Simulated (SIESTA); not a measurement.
# Au under changes of volume

One of the cells (17.192 Å³/atom); the others are scaled copies at fixed shape and fractional positions:

```
CELL_PARAMETERS angstrom
0.00000 2.04848 2.04848
2.04848 0.00000 2.04848
2.04848 2.04848 0.00000
ATOMIC_POSITIONS crystal
Au 0.00000 0.00000 0.00000
```

* Program: SIESTA 5.4.2
* Functional: PBEsol
* Potentials or basis: PseudoDojo 0.4 standard (PBEsol files)
* Basis: DZP (energy shift 0.003 Ry; two zetas on semicore shells)
* Grid cutoff: 800 Ry
* Energy shift: 0.003 Ry
* k mesh: 11 × 11 × 11
* Occupations: fermi-dirac, width 0.05 eV
* Spin: no spin polarisation

```tsv
volume (Å³/atom)	energy over the lowest point (meV/atom)	pressure (GPa)
15.843	?	?
16.181	34.15	11.8
16.518	14.05	7.3
17.192	0.00	-0.4
17.529	4.03	-3.4
17.866	13.96	-6.2
```

What does the run at 15.843 Å³/atom give?

Energy over the lowest point 64.08 meV/atom; pressure 16.7 GPa.

Worked out: A Birch-Murnaghan fit of order 3 (a polynomial in V^(-2/3)) to the other rows has its minimum at 17.16 Å³/atom with B0 = V·E''(V) = 170 GPa and B' = 6.0. It gives 64.87 meV/atom at 15.843 Å³/atom, against the run's 64.08, and -dE/dV = 17.3 GPa, against 16.7.

Energies are extrapolated to zero smearing.

Caveats: short orbitals over semicore shells can move pressures by several GPa; the basis of atomic orbitals isn't converged, which shifts pressures, moduli and gaps.
